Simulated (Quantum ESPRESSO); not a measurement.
The system is HfO2.

```
CELL_PARAMETERS angstrom
0.00000 2.55750 2.55750
2.55750 0.00000 2.55750
2.55750 2.55750 0.00000
ATOMIC_POSITIONS crystal
Hf 0.00000 0.00000 0.00000
O 0.75000 0.75000 0.75000
O 0.25000 0.25000 0.25000
```

Measurements of this composition are mostly on another form, of space group No. 14.

Base run:

```yaml
Program: Quantum ESPRESSO 7.5
Functional: BLYP
Potentials_or_basis: PseudoDojo 0.4.1 SR PBE standard
Cutoff: 1143 eV
Density_cutoff: 4572 eV
k_mesh: 6 × 6 × 6, shifted
Occupations: fermi-dirac, width 0.05 eV
Spin: no spin polarisation
```

Its results: pressure 1.6 GPa; electronic dielectric tensor (diagonal) 5.13.

Task: After a change of settings the same cell gave: pressure -11.2 GPa; electronic dielectric tensor (diagonal) 5.28. Which change was it?
A. functional from BLYP to PBE; k mesh from 6 × 6 × 6, shifted to 8 × 8 × 8, shifted
B. functional from BLYP to AM05
C. functional from BLYP to PBE; k mesh from 6 × 6 × 6, shifted to 4 × 4 × 4, shifted
D. functional from BLYP to LDA; potentials or basis from PseudoDojo 0.4.1 SR PBE standard to PseudoDojo 0.4.1 SR LDA standard

Result: B.

AM05 binds more tightly than BLYP, so the same cell stands under less pressure.

Caveats: the potentials were made for another functional, which shifts forces and pressure; the cell is more than 3 GPa from zero pressure, which shifts response properties (some runs).
